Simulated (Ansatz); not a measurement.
# K2S: one input, then a changed one

The cell was built from the fluorite type and relaxed in the same program; it needn't be a known or the stable phase. The listed cell was then made from it by scaling, straining or moving an atom.

First run: DFT, PBE, PAW with Ansatz's default frozen-core files, scalar-relativistic (Ansatz 0.2.0).

Command: `ansatz run input.yaml --threads 1 --pin off --max-ram 4096MiB --backend cpu --events-out ev --progress --plain --runs-dir out` The run took 19 s on 1 thread of Intel(R) Xeon(R) Processor @ 2.50GHz (Skylake/Cascade Lake) (shared host), peak memory 0.42 GiB.

```yaml
crystal:
  lattice:
    - [0.0, 3.8045072023, 3.8045072023]
    - [3.8045072023, 0.0, 3.8045072023]
    - [3.8045072023, 3.8045072023, 0.0]
  atoms:
    - { symbol: S, position: [0.0, 0.0, 0.0] }
    - { symbol: K, position: [0.25, 0.25, 0.25] }
    - { symbol: K, position: [0.75, 0.75, 0.75] }
kpoints:
  mp_grid: { grid: [10, 10, 10] }
scf:
  occupations: { method: fermi_dirac, width: 0.03 }
hamiltonian:
  xc: pbe
  pseudopotentials: { kind: paw }
output:
  forces: true
  stress: true
  eigenvalues: true
  efg: { contact_densities: true }
```

Result: converged; pressure -0.94 GPa; gap on the k mesh 2.18 eV; 7 SCF iterations.

The input is then changed:

```diff
@@ -5,11 +5,12 @@
     - [3.8045072023, 3.8045072023, 0.0]
   atoms:
-    - { symbol: S, position: [0.0, 0.0, 0.0] }
-    - { symbol: K, position: [0.25, 0.25, 0.25] }
-    - { symbol: K, position: [0.75, 0.75, 0.75] }
+    - { symbol: S, position: [0.0, 0.0, 0.0], spin: 0.2 }
+    - { symbol: K, position: [0.25, 0.25, 0.25], spin: 0.2 }
+    - { symbol: K, position: [0.75, 0.75, 0.75], spin: 0.2 }
 kpoints:
   mp_grid: { grid: [10, 10, 10] }
 scf:
   occupations: { method: fermi_dirac, width: 0.03 }
+  convergence: { dr2_threshold: 1.0e-08 }
 hamiltonian:
   xc: pbe
@@ -20,3 +21,5 @@
   eigenvalues: true
   efg: { contact_densities: true }
+magnetization:
+  spin_polarized: true
```

Question: What does the second run give?

Answer: It converged; pressure -0.94 GPa; moment 0.00 μB; 13 SCF iterations.
